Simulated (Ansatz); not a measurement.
Clusters are cut from relaxed bulk GaAs (F-43m, 23.71 Å³/atom, gap on the mesh 0.16 eV) and relaxed in a periodic box with vacuum; the excess energy counts from that bulk. Caps count from half an H2 molecule.

The calculation used Ansatz, DFT PBE, scalar-relativistic, plane waves, PAW.

Cutoff 420 eV, Gaussian smearing of 0.05 eV, energies at zero smearing, symmetry of each start kept, no spin polarisation.

```csv
start,atoms,k mesh,excess energy (eV per host atom),gap on the mesh (eV),highest filled level or Fermi level under vacuum (eV)
"Ga2As2H10, sphere cut",14,1×1×1,0.835,4.45,6.38
"As5Ga5H18, sphere cut",28,1×1×1,0.582,4.04,6.24
```

Each run keeps its start's symmetry and one magnetic start, so lower states can exist.

Cost: 2 runs of about 15 core-minutes in all, on Intel Xeon Platinum 8259CL (Skylake/Cascade Lake) (shared hosts).